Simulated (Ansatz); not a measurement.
# SnO2: moving one atom along a line

This session takes SnO2 and sets out to map the energy as atom 1 (Sn) is pushed off its site.

Computed with Ansatz 0.2.0 (DFT r2SCAN, scalar-relativistic, plane waves, PAW, unless a step's input says otherwise).

1 further run of the same task is left out (set aside as unsound or not needed). Runs told in other sessions of the task aren't counted.

### Step 1. The starting structure

It takes space group P4_2/mnm (No. 136, tetragonal). Conventional cell: a = 4.760 Å, b = 4.760 Å, c = 3.201 Å, α = 90.00°, β = 90.00°, γ = 90.00°. Sn (site symmetry mmm) has 6 O at 2.06 to 2.07 Å in its first shell of neighbours. Around O (site symmetry m2m) lie 3 Sn at 2.06 to 2.07 Å.

Structure file:

```cif
data_structure
_symmetry_space_group_name_H-M 'P 1'
_symmetry_Int_Tables_number 1
_cell_length_a 4.7602
_cell_length_b 4.7602
_cell_length_c 3.2006
_cell_angle_alpha 90.000
_cell_angle_beta 90.000
_cell_angle_gamma 90.000
_cell_volume 72.52
loop_
_atom_site_label
_atom_site_type_symbol
_atom_site_fract_x
_atom_site_fract_y
_atom_site_fract_z
_atom_site_occupancy
Sn1 Sn 0.00000 0.00000 0.00000 1
Sn2 Sn 0.50000 0.50000 0.50000 1
O1 O 0.30589 0.30589 0.00000 1
O2 O 0.19411 0.80589 0.50000 1
O3 O 0.69411 0.69411 0.00000 1
O4 O 0.80589 0.19411 0.50000 1
```

It is the result of an earlier relaxation at this level (volume 12.09 Å³/atom; gap on the mesh: 1.77 eV).

### Step 2. The reference cell

Reference values: F = -14352.4280 eV; pressure -0.01 GPa; largest force 0.002 eV/Å; gap on the mesh 1.77 eV. It was computed beforehand with the settings of the runs below.

### Step 3. The scan: moving one atom along a line

Atom 1 (Sn) is moved by x along the Cartesian unit vector (0.000, 0.000, -1.000); the cell and all other atoms stay fixed. Forces below are components along that vector, summed over the moved atoms. In a periodic cell its images move with it.

### Step 4. At x = -0.100 Å

input.yaml reads:

```yaml
crystal:
  lattice:
    - [4.7602164794, 0.0, 0.0]
    - [0.0, 4.7602164794, 0.0]
    - [0.0, 0.0, 3.2005650981]
  atoms:
    - { symbol: Sn, position: [0.0, 0.0, 0.0312444824] }
    - { symbol: Sn, position: [0.5, 0.5, 0.5] }
    - { symbol: O, position: [0.3058934983, 0.3058934983, 0.0] }
    - { symbol: O, position: [0.1941065017, 0.8058934983, 0.5] }
    - { symbol: O, position: [0.6941065017, 0.6941065017, 0.0] }
    - { symbol: O, position: [0.8058934983, 0.1941065017, 0.5] }
basis:
  ecutwfc: 500
kpoints:
  mp_grid: { grid: [6, 6, 8] }
hamiltonian:
  xc: r2scan
scf:
  occupations: { method: gaussian, width: 0.05 }
output:
  forces: true
  stress: true
  eigenvalues: true
```

Command:

```console
$ ansatz run input.yaml --threads 1 --pin off --max-ram 2560MiB --backend cpu --events-out ev --progress --plain --runs-dir out
```

### Step 5. Point x = 0.075 Å

input.yaml, as its differences from that of step 4:

```diff
@@ -6,3 +6,3 @@
   atoms:
-    - { symbol: Sn, position: [0.0, 0.0, 0.0312444824] }
+    - { symbol: Sn, position: [0.0, 0.0, -0.0234333618] }
     - { symbol: Sn, position: [0.5, 0.5, 0.5] }
```

### Step 6. Point x = -0.050 Å

input.yaml, as its differences from that of step 5:

```diff
@@ -6,3 +6,3 @@
   atoms:
-    - { symbol: Sn, position: [0.0, 0.0, -0.0234333618] }
+    - { symbol: Sn, position: [0.0, 0.0, 0.0156222412] }
     - { symbol: Sn, position: [0.5, 0.5, 0.5] }
```

### Step 7. x = 0.025 Å

input.yaml, as its differences from that of step 6:

```diff
@@ -6,3 +6,3 @@
   atoms:
-    - { symbol: Sn, position: [0.0, 0.0, 0.0156222412] }
+    - { symbol: Sn, position: [0.0, 0.0, -0.0078111206] }
     - { symbol: Sn, position: [0.5, 0.5, 0.5] }
```

### Step 8. At x = 0.087 Å

input.yaml, as its differences from that of step 7:

```diff
@@ -6,3 +6,3 @@
   atoms:
-    - { symbol: Sn, position: [0.0, 0.0, -0.0078111206] }
+    - { symbol: Sn, position: [0.0, 0.0, -0.0273389221] }
     - { symbol: Sn, position: [0.5, 0.5, 0.5] }
```

### Step 9. Point x = 0.062 Å

input.yaml, as its differences from that of step 8:

```diff
@@ -6,3 +6,3 @@
   atoms:
-    - { symbol: Sn, position: [0.0, 0.0, -0.0273389221] }
+    - { symbol: Sn, position: [0.0, 0.0, -0.0195278015] }
     - { symbol: Sn, position: [0.5, 0.5, 0.5] }
```

### Step 10. Point x = 0.037 Å

input.yaml, as its differences from that of step 9:

```diff
@@ -6,3 +6,3 @@
   atoms:
-    - { symbol: Sn, position: [0.0, 0.0, -0.0195278015] }
+    - { symbol: Sn, position: [0.0, 0.0, -0.0117166809] }
     - { symbol: Sn, position: [0.5, 0.5, 0.5] }
```

### Step 11. At x = 0.013 Å

input.yaml, as its differences from that of step 10:

```diff
@@ -6,3 +6,3 @@
   atoms:
-    - { symbol: Sn, position: [0.0, 0.0, -0.0117166809] }
+    - { symbol: Sn, position: [0.0, 0.0, -0.0039055603] }
     - { symbol: Sn, position: [0.5, 0.5, 0.5] }
```

(Steps that only read results are left out.)

Before running it: what results should come out?

As calculated:

| quantity | value |
| --- | --- |
| force constant along x, from the points at -0.050, 0 and 0.013 Å | 19.81 eV/Å² |

What this shows: The restoring force grows by 19.81 eV/Å per Å near the site; for the mass of Sn against a rigid frame that is a vibration of about 213 cm⁻¹. No sampled point lies below the undisturbed cell. The gap on the mesh stays at 1.77 eV.

Spin-orbit coupling is left out, though the cell holds Sn; it can move the gap.
